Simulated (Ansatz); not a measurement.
Crystal: In2O3.

```
In O
1.0
     2.74350    1.58396    4.83667
    -2.74350    1.58396    4.83667
     0.00000   -3.16792    4.83667
In O
4 6
Direct
  0.85731 0.85731 0.85731
  0.64269 0.64269 0.64269
  0.14269 0.14269 0.14269
  0.35731 0.35731 0.35731
  0.04800 0.75000 0.45200
  0.75000 0.45200 0.04800
  0.45200 0.04800 0.75000
  0.95200 0.25000 0.54800
  0.25000 0.54800 0.95200
  0.54800 0.95200 0.25000
```

Base run:

| Quantity | Value |
| --- | --- |
| Program | Ansatz 0.2.0 |
| Functional | PBE |
| Potentials or basis | Ansatz PAW |
| Cutoff | 300 eV |
| Density cutoff | 1200 eV |
| k mesh | 6 × 6 × 6 |
| Occupations | fermi-dirac, width 0.05 eV |
| Spin | no spin polarisation |

Its results: band gap on the k mesh 1.26 eV, indirect (least direct gap 1.31 eV); pressure 7.7 GPa; largest force 0.119 eV/Å.

Q: The run is repeated on the same cell with these changes: cutoff from 300 eV to 420 eV (not typed: the program's choice for these potentials); k mesh from 6 × 6 × 6 to 4 × 4 × 4. What comes out?

A: Band gap on the k mesh 1.31 eV, indirect (least direct gap 1.34 eV); pressure 8.4 GPa; largest force 0.126 eV/Å.

Caveats: spin-orbit coupling is left out, which moves the levels of the heavy elements; the pressure holds a Pulay correction of +24.2 GPa for the finite cutoff (some runs); the cutoff lies under the one recommended for these potentials (some runs).

A k mesh can miss the band edges.
